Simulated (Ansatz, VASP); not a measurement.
One calculation of Hf, two programs

```
Hf
1.0
    -1.80500    1.80500    1.80500
     1.80500   -1.80500    1.80500
     1.80500    1.80500   -1.80500
Hf
1
Direct
  0.00000 0.00000 0.00000
```

This isn't the form of Hf at room conditions, which is hcp.

Alike in both runs: task single point; functional r2SCAN; k mesh 8 × 8 × 8; occupations gaussian, width 0.1 eV; no spin polarisation.

|  | VASP | Ansatz |
| --- | --- | --- |
| version | VASP 6.6.1 | Ansatz 0.2.0 |
| potentials or method | VASP PAW PBE potentials, release 64 (Hf_pv) | scalar-relativistic, plane waves, PAW |
| plane-wave cutoff (eV) | 520 | 500 |
| valence electrons in the cell | 10 | 26 |

|  | VASP | Ansatz | Ansatz less VASP |
| --- | --- | --- | --- |
| gap on the k mesh at the Fermi level (eV) | none | none | - |
| pressure (GPa) | -6.4 | -6.0 | +0.41 |

A gap of «none» marks a metal or a gap that the smearing closes. With one functional, cell and mesh, what is left measures potentials, basis and numerics. The two sets of potentials don't hold the same shells in valence.

Caveats: the PAW data sets were made with another functional, which shifts forces and pressure a little (VASP). The runs have no spin-orbit coupling, so splittings on Hf are missing.
